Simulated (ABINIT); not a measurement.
The system is ZrC.

```
CELL_PARAMETERS angstrom
0.00000 2.36500 2.36500
2.36500 0.00000 2.36500
2.36500 2.36500 0.00000
ATOMIC_POSITIONS crystal
Zr 0.50000 0.50000 0.50000
C 0.00000 0.00000 0.00000
```

```yaml
Program: ABINIT 10.8.3 (patched build)
Task: relaxation of cell and atoms
Functional: PBEsol
Potentials_or_basis: PseudoDojo NC SR PBEsol v0.4.1 standard
Cutoff: 1116 eV
k_mesh: 8 × 8 × 8
Occupations: fermi-dirac, width 0.05 eV
Spin: no spin polarisation
```

At the start: pressure -8.2 GPa; volume 13.23 Å³/atom.

**Question.** How do energy, volume and symmetry change on relaxing?

**Answer.** Over 4 steps the energy falls by 13.0 meV/atom and the volume is 12.74 Å³/atom (-3.7 %); space group Fm-3m (No. 225, to 0.05 Å).

Step by step:
| step | energy change (eV) | largest force (eV/Å) | pressure (GPa) | volume (Å³) |
| --- | --- | --- | --- | --- |
| 1 | 0.0000 | 0.0000 | -8.25 | 26.46 |
| 2 | -0.0232 | 0.0000 | -2.86 | 25.79 |
| 3 | -0.0261 | 0.0000 | 0.14 | 25.46 |
| 4 | -0.0261 | 0.0000 | 0.00 | 25.48 |

Final structure:
```
CELL_PARAMETERS angstrom
0.00000 2.33541 2.33541
2.33541 0.00000 2.33541
2.33541 2.33541 0.00000
ATOMIC_POSITIONS crystal
Zr 0.50000 0.50000 0.50000
C 0.00000 0.00000 0.00000
```
